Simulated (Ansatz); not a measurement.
# HfO2: the cost of one run

Method: DFT r2SCAN, scalar-relativistic, plane waves, PAW, in Ansatz 0.2.0.

### Step 1. The system as given

Symmetry: P4_2/nmc, No. 137, tetragonal system. The conventional cell has a = 3.558 Å, b = 3.558 Å, c = 5.172 Å, α = 90.00°, β = 90.00°, γ = 90.00°. Hf (site symmetry -4m2) is surrounded by 4 O at 2.05 Å. Around O (site symmetry 2mm) lie 2 Hf at 2.05 Å.

As a file:

```
CELL_PARAMETERS angstrom
3.55802 0.00000 0.00000
0.00000 3.55802 0.00000
0.00000 0.00000 5.17186
ATOMIC_POSITIONS crystal
Hf 0.50000 0.50000 0.50000
Hf 0.00000 0.00000 0.00000
O 0.00000 0.50000 0.69721
O 0.50000 0.00000 0.80279
O 0.50000 0.00000 0.30279
O 0.00000 0.50000 0.19721
```

It goes back to an entry of the Materials Project, which need not be the stable form.

The cell is taken as given, not relaxed at this level.

### Step 2. The reference cell

The reference gives a free energy of -33752.5673 eV, pressure 4.12 GPa, largest force 0.063 eV/Å and gap on the mesh 5.31 eV. It was computed beforehand with the settings of the runs below.

### Step 3. Next: rattled cells

All atoms are moved at random with no net shift, in some cells together with a random strain.

### Step 4. Point rms move = 0.034 Å

input.yaml reads:

```yaml
crystal:
  lattice:
    - [3.3968621167, 0.0638430009, -0.1269459184]
    - [0.0638430009, 3.451615901, -0.031068949]
    - [-0.1845258866, -0.0451611634, 4.9348392082]
  atoms:
    - { symbol: Hf, position: [0.4991775239, 0.5055977213, 0.4999264685] }
    - { symbol: Hf, position: [0.0081710497, 0.0001851969, -0.004756142] }
    - { symbol: O, position: [-0.0088138269, 0.4954879384, 0.6935840736] }
    - { symbol: O, position: [0.493294741, -0.0003420532, 0.8000662644] }
    - { symbol: O, position: [0.507766098, 0.0018918584, 0.3077866463] }
    - { symbol: O, position: [0.0004044144, 0.4971793382, 0.2033926893] }
basis:
  ecutwfc: 500
kpoints:
  mp_grid: { grid: [6, 6, 6] }
hamiltonian:
  xc: r2scan
scf:
  occupations: { method: gaussian, width: 0.05 }
output:
  forces: true
  stress: true
  eigenvalues: true
```

Started as:

```bash
> ansatz run input.yaml --threads 2 --pin off --max-ram 5120MiB --backend cpu --events-out ev --progress --plain --runs-dir out
```

Q: Estimate wall time and peak memory on 2 threads of AMD EPYC 9R45 (Zen 5), shared host.

About 8.6 s, with a peak of 0.65 GiB.
